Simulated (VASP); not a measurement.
The system is ZrH.

```xyz
4
Lattice="3.2100 0.0000 0.0000 0.0000 3.2100 0.0000 0.0000 0.0000 4.5400" Properties=species:S:1:pos:R:3 pbc="T T T"
Zr    1.6050    0.0000    3.4050
Zr    0.0000    1.6050    1.1350
H     1.6050    1.6050    0.0000
H     0.0000    0.0000    0.0000
```

The cell was built by a generator and needn't be a form met in nature.

| Property | Result |
| --- | --- |
| Program | VASP 6.6.1 |
| Task | relaxation of cell and atoms |
| Functional | PBE |
| Potentials or basis | VASP PAW PBE potentials, release 64 (Zr_sv, H) |
| Cutoff | 520 eV |
| k mesh | 6 × 6 × 5 |
| Occupations | gaussian, width 0.15 eV |
| Spin | no spin polarisation |

At the start: pressure 20.2 GPa; volume 11.70 Å³/atom.

**Question.** How do energy, volume and symmetry change on relaxing?

**Answer.** Over 10 steps the energy falls by 140.8 meV/atom and the volume is 13.18 Å³/atom (+12.7 %); space group P4/nmm (No. 129, to 0.05 Å).

The path:
| step | energy change (eV) | largest force (eV/Å) | pressure (GPa) | volume (Å³) |
| --- | --- | --- | --- | --- |
| 1 | 0.0000 | 1.8312 | 20.23 | 46.78 |
| 2 | -0.4105 | 0.1011 | -7.57 | 57.51 |
| 3 | -0.5061 | 0.3532 | -1.03 | 53.86 |
| 4 | -0.5291 | 0.1655 | -0.53 | 53.44 |
| 5 | -0.5349 | 0.5969 | 1.75 | 52.14 |
| 6 | -0.5465 | 0.2037 | 0.61 | 52.78 |
| 7 | -0.5601 | 0.1478 | -0.12 | 52.96 |
| 8 | -0.5617 | 0.1322 | -0.46 | 53.03 |
| 9 | -0.5618 | 0.1378 | -0.38 | 53.02 |
| 10 | -0.5631 | 0.0005 | 0.22 | 52.70 |

Final structure:
```cif
data_structure
_symmetry_space_group_name_H-M 'P 1'
_symmetry_Int_Tables_number 1
_cell_length_a 3.2536
_cell_length_b 3.2536
_cell_length_c 4.9787
_cell_angle_alpha 90.000
_cell_angle_beta 90.000
_cell_angle_gamma 90.000
_cell_volume 52.70
loop_
_atom_site_label
_atom_site_type_symbol
_atom_site_fract_x
_atom_site_fract_y
_atom_site_fract_z
_atom_site_occupancy
Zr1 Zr 0.50000 0.00000 0.72881 1
Zr2 Zr 0.00000 0.50000 0.27119 1
H1 H 0.50000 0.50000 0.00000 1
H2 H 0.00000 0.00000 0.00000 1
```
